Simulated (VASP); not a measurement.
# Ge (P6_3/mmc) in VASP: single point with PBE

Aim: the single point of Ge with PBE.

Everything below comes from runs of VASP 6.6.1. Logs are shortened: lines on timing, memory, paths and dates and some standing lists are left out, and cuts for length are marked.

## (1) The crystal as given

It takes space group P6_3/mmc (No. 194, hexagonal). Conventional cell: a = 3.998 Å, b = 3.998 Å, c = 6.593 Å, α = 90.00°, β = 90.00°, γ = 120.00°. Ge (site symmetry 3m) has 4 Ge at 2.45 to 2.47 Å as nearest neighbours.

The cell was built by a generator and needn't be a form met in nature.

## (2) Single point, PBE

INCAR

```
PREC = Accurate
ENCUT = 520
EDIFF = 1E-6
ISMEAR = -1
SIGMA = 0.02
LREAL = F
LASPH = T
NELM = 100
ALGO = Fast
ISIF = 2
LWAVE = F
LCHARG = T
GGA = PE
LELF = T
LVHAR = T
NBANDS = 36
```

KPOINTS

```
regular mesh
0
Gamma
  12 12 4
```

POSCAR

```
Ge
1.0
    3.9976152073      0.0000000000      0.0000000000
   -1.9988076036      3.4620363241      0.0000000000
    0.0000000000      0.0000000000      6.5928195166
Ge
4
Direct
    0.3333333333      0.6666666667      0.0003695990
    0.6666666667      0.3333333333      0.5003695990
    0.3333333333      0.6666666667      0.3746304010
    0.6666666667      0.3333333333      0.8746304010
```

Potentials or basis: VASP PAW PBE potentials, release 64 (Ge_d).

Run with:

```sh
> cat potpaw_PBE.64/Ge_d/POTCAR > POTCAR
> mpirun -np 1 vasp_std > vasp.out
```

OUTCAR:

```text
PREC = Accurate
   ENCUT = 520
   EDIFF = 1E-6
   ISMEAR = -1
   LREAL = F
   LASPH = T
   NELM = 100
   ISIF = 2
   GGA = PE

 ion  position               nearest neighbor table
   1  0.333  0.667  0.000-   4 2.45   4 2.45   4 2.45   3 2.47
   2  0.667  0.333  0.500-   3 2.45   3 2.45   3 2.45   4 2.47
   3  0.333  0.667  0.375-   2 2.45   2 2.45   2 2.45   1 2.47
   4  0.667  0.333  0.875-   1 2.45   1 2.45   1 2.45   2 2.47

  LATTYP: Found a hexagonal cell.
 ALAT       =     3.9976152073
 C/A-ratio  =     1.6491881221

  Lattice vectors:

 A1 = (   3.9976152073,   0.0000000000,   0.0000000000)
 A2 = (  -1.9988076036,   3.4620363241,   0.0000000000)
 A3 = (   0.0000000000,   0.0000000000,   6.5928195166)

Analysis of symmetry for initial positions (statically):
=====================================================================
 Subroutine PRICEL returns:
 Original cell was already a primitive cell.

 Routine SETGRP: Setting up the symmetry group for a
 hexagonal supercell.

 Subroutine GETGRP returns: Found 24 space group operations
 (whereof  6 operations were pure point group operations)
 out of a pool of 24 trial point group operations.

The static configuration has the point symmetry C_3v.
 The point group associated with its full space group is D_6h.

Analysis of symmetry for dynamics (positions and initial velocities):
=====================================================================
 Subroutine PRICEL returns:
 Original cell was already a primitive cell.

 Routine SETGRP: Setting up the symmetry group for a
 hexagonal supercell.

 Subroutine GETGRP returns: Found 24 space group operations
 (whereof  6 operations were pure point group operations)
 out of a pool of 24 trial point group operations.

The dynamic configuration has the point symmetry C_3v.
 The point group associated with its full space group is D_6h.

 Subroutine INISYM returns: Found 24 space group operations
 (whereof  6 operations are pure point group operations),
 and found     1 'primitive' translations

----------------------------------------------------------------------------------------

                                     Primitive cell

  volume of cell :      91.2439

  direct lattice vectors                    reciprocal lattice vectors
     3.997615207  0.000000000  0.000000000     0.250149138  0.144423672  0.000000000
    -1.998807604  3.462036324  0.000000000     0.000000000  0.288847345  0.000000000
     0.000000000  0.000000000  6.592819517     0.000000000  0.000000000  0.151680172

  length of vectors
     3.997615207  3.997615207  6.592819517     0.288847345  0.288847345  0.151680172

  position of ions in fractional coordinates (direct lattice)
     0.333333333  0.666666667  0.000369599
     0.666666667  0.333333333  0.500369599
     0.333333333  0.666666667  0.374630401
     0.666666667  0.333333333  0.874630401

  ion indices of the primitive-cell ions
   primitive index   ion index
                 1           1
                 2           2
                 3           3
                 4           4

----------------------------------------------------------------------------------------

 KPOINTS: regular mesh

Automatic generation of k-mesh.
 Grid dimensions read from file:
 generate k-points for:   12   12    4

 Generating k-lattice:

  Cartesian coordinates                     Fractional coordinates (reciprocal lattice)
     0.020845762  0.012035306  0.000000000     0.083333333  0.000000000  0.000000000
     0.000000000  0.024070612  0.000000000     0.000000000  0.083333333  0.000000000
     0.000000000  0.000000000  0.037920043     0.000000000  0.000000000  0.250000000

  Length of vectors
     0.024070612  0.024070612  0.037920043

  Shift w.r.t. Gamma in fractional coordinates (k-lattice)
     0.000000000  0.000000000  0.000000000

 Subroutine IBZKPT returns following result:
 ===========================================

 Found     57 irreducible k-points:

 Following reciprocal coordinates:
            Coordinates               Weight
  0.000000  0.000000  0.000000      1.000000
  0.083333 -0.000000  0.000000      6.000000
  0.166667 -0.000000  0.000000      6.000000
  0.250000 -0.000000  0.000000      6.000000
  0.333333 -0.000000  0.000000      6.000000
  0.416667 -0.000000  0.000000      6.000000
[... 16 lines left out ...]
  0.250000 -0.000000  0.250000     12.000000
  0.333333 -0.000000  0.250000     12.000000
 [... further k-points ...]
   k-points           NKPTS =     57   k-points in BZ     NKDIM =     57   number of bands    NBANDS=     36
   number of dos      NEDOS =    301   number of ions     NIONS =      4
   total plane-waves  NPLWV =  45000
   dimension x,y,z NGX =    30 NGY =   30 NGZ =   50
   dimension x,y,z NGXF=    60 NGYF=   60 NGZF=  100
   ions per type =               4
   NGX,Y,Z   is equivalent  to a cutoff of  12.48, 12.48, 12.61 a.u.
   NGXF,Y,Z  is equivalent  to a cutoff of  24.95, 24.95, 25.22 a.u.
 SYSTEM =  unknown system
   PREC   = accura    normal or accurate (medium, high low for compatibility)
   ISTART =      0    job   : 0-new  1-cont  2-samecut
   ICHARG =      2    charge: 1-file 2-atom 10-const
   ISPIN  =      1    spin polarized calculation?
   LNONCOLLINEAR =      F non collinear calculations
   LSORBIT =      F    spin-orbit coupling
   LASPH  =      T    aspherical Exc in radial PAW
   ENCUT  =  520.0 eV  38.22 Ry    6.18 a.u.   7.43  7.43 12.26*2*pi/ulx,y,z
   NELM   =    100;   NELMIN=  2; NELMDL= -5     # of ELM steps
   EDIFF  = 0.1E-05   stopping-criterion for ELM
   LREAL  =      F    real-space projection
   EDIFFG = 0.1E-04   stopping-criterion for IOM
   NSW    =      0    number of steps for IOM
   IBRION =     -1    ionic relax: 0-MD 1-quasi-New 2-CG
   NFREE  =      0    steps in history (QN), initial steepest desc. (CG)
   ISIF   =      2    stress and relaxation
   ISYM   =      2    0-nonsym 1-usesym 2-fastsym
   POTIM  = 0.5000    time-step for ionic-motion
   TEBEG  =    0.0;   TEEND  =   0.0 temperature during run
   PSTRESS=    0.0 pullay stress
   NELECT =      56.0000    total number of electrons
   NUPDOWN=      -1.0000    fix difference up-down
   EMIN   =  10.00;   EMAX   =-10.00  energy-range for DOS
   EFERMI =   0.00;   METHOD = LEGACY
   ISMEAR =    -1;   SIGMA  =   0.02  broadening in eV -4-tet -1-fermi 0-gaus
   EFERMI_NEDOS =   21; number of points for ismear=-14 and -15
   IALGO  =     68    algorithm
   IMIX   =      4    mixing-type and parameters
     AMIX     =   0.40;   BMIX     =  1.00
     AMIX_MAG =   1.60;   BMIX_MAG =  1.00
  volume/ion in A,a.u.               =      22.81       153.94
  Fermi-wavevector in a.u.,A,eV,Ry     =   1.391243  2.629068 26.334843  1.935556
  Thomas-Fermi vector in A             =   2.515101
   LORBIT       =      0    0 simple, 1 ext, 2 COOP (PROOUT), +10 PAW based schemes
   GGA     = PE    functional components
   LHFCALC =     F    Hartree Fock is set to
   AEXX    =    0.0000 exact exchange contribution
   IVDW    =     0    specifies the selected vdW correction
   LEPSILON=     F    determine dielectric tensor
   LRPA    =     F    only Hartree local field effects (RPA)
 non-spin polarized calculation
 RMM-DIIS sequential band-by-band and
  energy-cutoff  :      520.00
  volume of cell :       91.24
 maximum number of plane-waves:      2491
 NGX is ok and might be reduce to    30
   NGX = 15   NGY = 15   NGZ = 25

 number of electron      56.0000047 magnetization

 Free energy of the ion-electron system (eV)
  ---------------------------------------------------
  ext. energy  EPLUGINS =         0.00000000
  ---------------------------------------------------
  free energy    TOTEN  =       -17.96614127 eV

  energy without entropy =      -17.96605552  energy(sigma->0) =      -17.96609839

 E-fermi :   5.0235     XC(G=0):  -9.8845

 val. band max:        4.9793968696   @ k =   0.0000   0.0000   0.0000
 cond. band min:       5.0886419695   @ k =   0.0000   0.0000   0.0000
 fundamental gap:      0.1092450999
 Fermi energy:         5.0235099751

 k-point     1 :       0.0000    0.0000    0.0000
  band No.  band energies     occupation
      1     -19.9242      2.00000
      2     -19.9242      2.00000
      3     -19.8869      2.00000
      4     -19.8859      2.00000
      5     -19.8859      2.00000
      6     -19.8736      2.00000
[... 28 lines left out ...]
     35       9.5281      0.00000
     36      11.1220      0.00000

 k-point     2 :       0.0833   -0.0000    0.0000
  band No.  band energies     occupation
      1     -19.9290      2.00000
      2     -19.9257      2.00000
      3     -19.8916      2.00000
      4     -19.8885      2.00000
      5     -19.8860      2.00000
      6     -19.8677      2.00000
[... 28 lines left out ...]
     35       9.8382      0.00000
     36      11.5539      0.00000

 k-point     3 :       0.1667   -0.0000    0.0000
  band No.  band energies     occupation
      1     -19.9372      2.00000
      2     -19.9289      2.00000
      3     -19.9002      2.00000
      4     -19.8941      2.00000
      5     -19.8851      2.00000
      6     -19.8586      2.00000
[... 28 lines left out ...]
     35      10.6458      0.00000
     36      10.7703      0.00000
[... 742 lines left out ...]
 k-point    23 :       0.2500   -0.0000    0.2500
  band No.  band energies     occupation
      1     -19.9359      2.00000
      2     -19.9278      2.00000
      3     -19.9060      2.00000
      4     -19.9058      2.00000
      5     -19.8867      2.00000
      6     -19.8549      2.00000
[... 28 lines left out ...]
     35      11.2284      0.00000
     36      11.4669      0.00000

 k-point    24 :       0.3333   -0.0000    0.2500
  band No.  band energies     occupation
      1     -19.9366      2.00000
      2     -19.9295      2.00000
      3     -19.9129      2.00000
      4     -19.9093      2.00000
      5     -19.8800      2.00000
      6     -19.8495      2.00000
[... 28 lines left out ...]
     35      12.1690      0.00000
     36      12.2597      0.00000

 [... further k-points ...]

------------------------ aborting loop because EDIFF is reached ----------------------------------------

  FORCE on cell =-STRESS in cart. coord.  units (eV):
  Direction    XX          YY          ZZ          XY          YZ          ZX
  --------------------------------------------------------------------------------------
  -------------------------------------------------------------------------------------
  Total        1.6442222      1.6442222      1.6853255      0.0000000      0.0000000      0.0000000
  in kB       28.8713642     28.8713642     29.5931076      0.0000000      0.0000000      0.0000000
  external PRESSURE =      29.1119453 kB  Pullay stress =       0.0000000 kB

 VOLUME and BASIS-vectors are now :
 -----------------------------------------------------------------------------
  energy-cutoff  :      520.00
  volume of cell :       91.24
      direct lattice vectors                 reciprocal lattice vectors
     3.997615207  0.000000000  0.000000000     0.250149138  0.144423672  0.000000000
    -1.998807604  3.462036324  0.000000000     0.000000000  0.288847345  0.000000000
     0.000000000  0.000000000  6.592819517     0.000000000  0.000000000  0.151680172

 POSITION                                       TOTAL-FORCE (eV/Angst)
 -----------------------------------------------------------------------------------
     -0.00000      2.30802      0.00244        -0.000000      0.000000      0.009529
      1.99881      1.15401      3.29885         0.000000     -0.000000      0.009529
     -0.00000      2.30802      2.46987         0.000000     -0.000000     -0.009529
      1.99881      1.15401      5.76628        -0.000000      0.000000     -0.009529
 -----------------------------------------------------------------------------------
    total drift:                               -0.000000      0.000000      0.000412

  FREE ENERGIE OF THE ION-ELECTRON SYSTEM (eV)
  ---------------------------------------------------
  free  energy   TOTEN  =       -17.9661412684 eV

  energy  without entropy=      -17.9660555162  energy(sigma->0) =      -17.96609839
```

Run time: 2.5 min. Hardware: 1 thread of Intel Xeon Platinum 8488C (Sapphire Rapids), shared host; peak memory 0.27 GiB.

Results:

```yaml
Free_energy: -17.9661 eV
Pressure: 2.9 GPa
Largest_force: 0.010 eV/Å
Band_gap_on_the_k_mesh: 0.11 eV, direct
```

Forces on the atoms (eV/Å):
```
Ge   0.000  0.000  0.010
Ge   0.000  0.000  0.010
Ge   0.000  0.000 -0.010
Ge   0.000  0.000 -0.010
```

Levels at points of the mesh, in eV from the valence-band top:
```
           k point  band 24  band 25  band 26  band 27  band 28  band 29  band 30  band 31  band 32  band 33
(0.00, 0.00, 0.00)    -1.49    -1.49    -0.16    -0.09     0.00     0.11     0.11     2.26     2.26     2.75
(0.50, 0.00, 0.00)    -6.75    -4.59    -3.08    -2.82    -1.45     0.53     1.65     3.57     3.70     4.33
(0.00, 0.00, 0.50)    -4.81    -0.87    -0.87    -0.87    -0.87     0.68     0.68     3.36     3.36     3.36
(0.50, 0.00, 0.50)    -7.87    -2.55    -2.55    -2.42    -2.42     0.53     0.53     2.12     2.12     6.11
```

A k mesh can miss the band edges.
